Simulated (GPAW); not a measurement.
Here is a GPAW 26.7.0 calculation.

Contents of run.py:

```python
from ase import Atoms
from ase.dft.bandgap import bandgap
from ase.io import write
from ase.units import Bohr, GPa
from gpaw import GPAW, PW, setup_paths
from gpaw.elf import elf_from_dft_calculation

setup_paths.insert(0, '.')

atoms = Atoms(['N', 'N', 'B', 'B'],
              cell=[[2.5539396017, 0.0, 0.0],
                    [-1.2769698009, 2.2117765748, 0.0],
                    [0.0, 0.0, 4.226855]],
              scaled_positions=[[0.3333333333, 0.6666666667, 0.125276],
                                [0.6666666667, 0.3333333333, 0.625276],
                                [0.3333333333, 0.6666666667, 0.499724],
                                [0.6666666667, 0.3333333333, 0.999724]],
              pbc=True)

calc = GPAW(mode=PW(800),
            xc='PBEsol',
            kpts={'size': (12, 12, 6), 'gamma': True},
            occupations={'name': 'fermi-dirac', 'width': 0.05},
            nbands=18,
            convergence={'density': 1e-05, 'energy': 1e-05},
            maxiter=150,
            txt='gpaw.txt')
atoms.calc = calc
energy = atoms.get_potential_energy()
forces = atoms.get_forces()
stress = atoms.get_stress()
calc.write('gs.gpw')
write('result.traj', atoms)
print(f'Energy: {energy:.6f} eV')
print('Forces (eV/A):')
print(forces.round(4))
print('Stress (GPa):', (stress / GPa).round(3))
print('Fermi level:', round(calc.get_fermi_level(), 4), 'eV')
print(f'Gap: {bandgap(calc)[0]:.4f} eV, direct: {bandgap(calc, direct=True)[0]:.4f} eV')

# fields on the real-space grid
write('density.cube', atoms, data=calc.get_pseudo_density() * Bohr**3)
write('potential.cube', atoms, data=calc.get_electrostatic_potential())
write('elf.cube', atoms, data=elf_from_dft_calculation(calc).data)
```

Potentials or basis: PAW data sets generated in the run's folder for this functional, pw.

Launch:

```sh
$ gpaw-setup -f PBEsol B N
$ OMP_NUM_THREADS=1 python run.py
```

(1) What does it give for the largest force?

(2) What does it give for the band gap on the k mesh?

(3) Estimate the pressure.

Answers

(1) 0.012 eV/Å.

(2) 4.98 eV, indirect (least direct gap 8.16 eV).

(3) -7.1 GPa.
